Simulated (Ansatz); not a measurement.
Write the native input for Ansatz 0.2.0 that does the following.

* Task: single point
* Functional: PBE
* Potentials or basis: all-electron LAPW, scalar-relativistic
* Cutoff: 299 eV (chosen from the basis error)
* Basis error allowed: 0.001 eV/atom
* k mesh: 8 × 8 × 6
* Occupations: fermi-dirac, width 0.05 eV
* Spin: no spin polarisation

Crystal: WS2.

```xyz
3
Lattice="3.1606 -1.9375 0.0000 3.1606 1.9375 0.0000 -0.0031 0.0000 4.4571" Properties=species:S:1:pos:R:3 pbc="T T T"
W     0.0061   -0.0594    0.0111
S     4.3525    0.0134    1.3042
S     1.9834   -0.0348    3.1354
```

The cell comes from a database or a generator and needn't be the stable form of this composition.

The cell isn't the ideal one: atoms moved at random, drawn with an rms of 0.05 Å.

These files were run (other wordings do the same):

input.yaml

```yaml
crystal:
  lattice:
    - [3.16058449, -1.93750116, 0.0]
    - [3.16058449, 1.93750116, 0.0]
    - [-0.00311163, 0.0, 4.45708691]
  atoms:
    - { symbol: W, position: [0.016297, -0.014375, 0.002485] }
    - { symbol: S, position: [0.68526, 0.692153, 0.292611] }
    - { symbol: S, position: [0.323084, 0.30514, 0.70347] }
kpoints:
  mp_grid: { grid: [8, 8, 6] }
scf:
  occupations: { method: fermi_dirac, width: 0.05 }
hamiltonian:
  xc: pbe
  pseudopotentials: { kind: all_electron, lapw: { basis_error: 0.001 } }
output:
  forces: true
  stress: true
  eigenvalues: true
  populations: true
```

Potentials or basis: all-electron LAPW, scalar-relativistic.

The run is started by

```console
$ ansatz run input.yaml --threads 2 --pin off --max-ram 6144MiB --backend cpu --events-out ev --progress --plain --runs-dir out
```

It gave:

| Item | Value |
| --- | --- |
| Pressure | -6.7 GPa |
| Largest force | 1.706 eV/Å |
| Band gap on the k mesh | none (metal or under the smearing width) |
| Loewdin charges | W +0.65; S -0.21, -0.22 e |

Caveat: the atomic charges don't sum to the cell's charge.

Wall time 86 s on 2 threads of Arm Neoverse V2, on a shared host, peak memory 0.92 GiB.
